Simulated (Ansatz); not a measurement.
# InSb: enthalpy against pressure

InSb, F-43m, a = 6.633 Å. Ansatz: PBE, PAW, 420 eV, Γ-centred 12×12×12 mesh on 2 atoms, Gaussian smearing 0.10 eV; no spin polarisation. Cell and atoms are relaxed at each pressure, and no other structure is tried; the real crystal is known to change phase within this range, so the rows at high pressure are metastable. y is the enthalpy over the state at zero pressure; there V0 = 36.482 Å³/atom. The pressures are the targets, met within 0.08 GPa.

| P (GPa) | y (eV/atom) |
| --- | --- |
| -2.0 | -0.4698 |
| 0.0 | 0.0000 |
| 2.0 | 0.4445 |
| 5.0 | 1.0770 |
| 10.0 | 2.0646 |
| 20.0 | ? |
| 40.0 | 7.0917 |

**Question.** Fit y = c1 P + c2 P² + c3 P³ to the other rows, say what c1 and c2 mean, and predict the missing value.

**Answer.** Least squares on the rows shown. y = 0.22767 P − 0.0024285 P² + 2.9231×10⁻⁵ P³. Since dH/dP = V, c1 is V0: 0.22767 eV/GPa × 160.2 = 36.473 Å³ against 36.482; c2 = −V0/(2B0) gives B0 = 47 GPa, where a Birch–Murnaghan fit to the volumes of the same runs (not shown) gives 37 GPa: a cubic over this range folds the higher terms into c2. Above P = −c2/(3 c3) = 28 GPa the cubic's slope, the volume, would rise with pressure, so the form fails there. At P = 20.0 the fit asked for gives 3.8158 eV/atom. The run gave 3.8740 eV/atom, so the fit is 0.0582 eV/atom too low, 0.77 % of the span of the series, against an rms of 0.0029 eV/atom on the fitted rows. With a term in P⁴ added, a fit to the same known rows predicts 3.9294 eV/atom, which misses by about as much or more on the other side: the known rows don't fix the higher terms.